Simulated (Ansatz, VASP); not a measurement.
One calculation of BN, two programs

INCAR

```
  PREC = Accurate
  ENCUT = 600
  EDIFF = 1E-6
  ISMEAR = 0
  SIGMA = 0.02
  LREAL = F
  LASPH = T
  NELM = 100
  ALGO = Normal
  ISIF = 3
  LWAVE = F
  LCHARG = F
  GGA = PE
  IBRION = 2
  NSW = 100
  EDIFFG = -0.01
```

KPOINTS

```
Automatic mesh
0
Gamma
  10 10 6
```

Contents of POSCAR:

```
BN
1.0
    2.1755956940     -1.2560818633     -0.0073497797
    2.1755956940      1.2560818633     -0.0073497797
   -1.4137592606      0.0000000000      4.1827195725
B N
1 1
Direct
    0.0004416291      0.0004416291      0.0013278914
    0.6671253509      0.6671253509      0.0013730586
```

Input for Ansatz:

```yaml
crystal:
  lattice:
    - [2.175595694, -1.2560818633, -0.0073497797]
    - [2.175595694, 1.2560818633, -0.0073497797]
    - [-1.4137592606, 0.0, 4.1827195725]
  atoms:
    - { symbol: B, position: [0.0004416291, 0.0004416291, 0.0013278914] }
    - { symbol: "N", position: [0.6671253509, 0.6671253509, 0.0013730586] }
basis:
  ecutwfc: 420
kpoints:
  mp_grid: { grid: [10, 10, 6] }
hamiltonian:
  xc: pbe
scf:
  occupations: { method: gaussian, width: 0.02 }
output:
  forces: true
  stress: true
  eigenvalues: true
relax:
  adjacent_minimum: "off"
  f_tol: 0.01
  max_steps: 80
  cell: { stress_tol: 0.05 }
```

Alike in both runs: task relaxation of cell and atoms; functional PBE; k mesh 10 × 10 × 6; occupations gaussian, width 0.02 eV; no spin polarisation.

```csv
,VASP,Ansatz
version,VASP 6.6.1,Ansatz 0.2.0
potentials or method,"VASP PAW PBE potentials, release 64 (B, N)","scalar-relativistic, plane waves, PAW"
plane-wave cutoff (eV),600,420
valence electrons in the cell,8,8
```

```tsv
	VASP	Ansatz	Ansatz less VASP
gap on the k mesh at the Fermi level, each at its own relaxed structure (eV)	4.59	4.52	-0.078
relaxed volume (Å³/atom)	10.74	11.42	+0.682
relaxed cell length with the largest relative difference (Å)	4.182	4.415	+0.2331
```

One of these differences is far larger than is usual between the two programs; its cause wasn't traced.

Caveats: this functional lacks dispersion, which binds the layers, so the pressure and a relaxed spacing across them are unreliable. Expect the measured gap to be larger: semilocal functionals such as PBE lack the derivative discontinuity. A k mesh can miss the band edges.
